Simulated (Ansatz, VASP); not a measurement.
**ZrC: VASP beside Ansatz**

Contents of INCAR:

```
SYSTEM = ZrC
PREC     = Accurate       ! precision mode
ENCUT    = 600            ! plane-wave cutoff, eV
EDIFF    = 1E-6           ! SCF threshold, eV
ISMEAR   = 0              ! smearing method
SIGMA    = 0.1            ! smearing width, eV
LREAL    = .False.        ! projectors in reciprocal space
LASPH    = .True.         ! aspherical terms in the spheres
NELM     = 60             ! most SCF steps
ALGO     = Fast           ! electronic algorithm
ISIF     = 3              ! what is computed and relaxed
LWAVE    = .False.        ! write WAVECAR
LCHARG   = .False.        ! write CHGCAR
GGA      = PE             ! functional
IBRION   = 2              ! ionic algorithm
NSW      = 100            ! ionic steps
EDIFFG   = -0.005         ! ionic threshold
```

The input KPOINTS:

```
regular mesh
0
Gamma
  16 16 16
  0 0 0
```

File POSCAR:

```
ZrC
1.0
    0.0000000000      2.3650000000      2.3650000000
    2.3650000000      0.0000000000      2.3650000000
    2.3650000000      2.3650000000      0.0000000000
Zr C
1 1
Direct
    0.5000000000      0.5000000000      0.5000000000
    0.0000000000      0.0000000000      0.0000000000
```

Input for Ansatz:

```yaml
crystal:
  lattice:
    - [0.0, 2.365, 2.365]
    - [2.365, 0.0, 2.365]
    - [2.365, 2.365, 0.0]
  atoms:
    - { symbol: Zr, position: [0.5, 0.5, 0.5] }
    - { symbol: C, position: [0.0, 0.0, 0.0] }
basis:
  ecutwfc: 420
kpoints:
  mp_grid: { grid: [16, 16, 16] }
hamiltonian:
  xc: pbe
scf:
  occupations: { method: gaussian, width: 0.1 }
output:
  forces: true
  stress: true
  eigenvalues: true
relax:
  adjacent_minimum: "off"
  f_tol: 0.005
  max_steps: 80
  cell: { stress_tol: 0.05 }
```

Alike in both runs: task relaxation of cell and atoms; functional PBE; k mesh 16 × 16 × 16; occupations gaussian, width 0.1 eV; no spin polarisation.

|  | VASP | Ansatz |
| --- | --- | --- |
| version | VASP 6.6.1 | Ansatz 0.2.0 |
| potentials or method | VASP PAW PBE potentials, release 64 (Zr_sv, C) | scalar-relativistic, plane waves, PAW |
| plane-wave cutoff (eV) | 600 | 420 |
| valence electrons in the cell | 16 | 16 |

VASP gave:

| Property | Result |
| --- | --- |
| gap on the k mesh at the Fermi level, each at its own relaxed structure (eV) | none |
| relaxed volume (Å³/atom) | 13.06 |
| relaxed cell length with the largest relative difference (Å) | 3.330 |
| energy change over the relaxation (meV/atom) | -1 |

Task: Estimate Ansatz's values.

Result: gap on the k mesh at the Fermi level, each at its own relaxed structure (eV): none; relaxed volume (Å³/atom): 13.05; relaxed cell length with the largest relative difference (Å): 3.330; energy change over the relaxation (meV/atom): -2.

A gap of «none» marks a metal or a gap that the smearing closes.
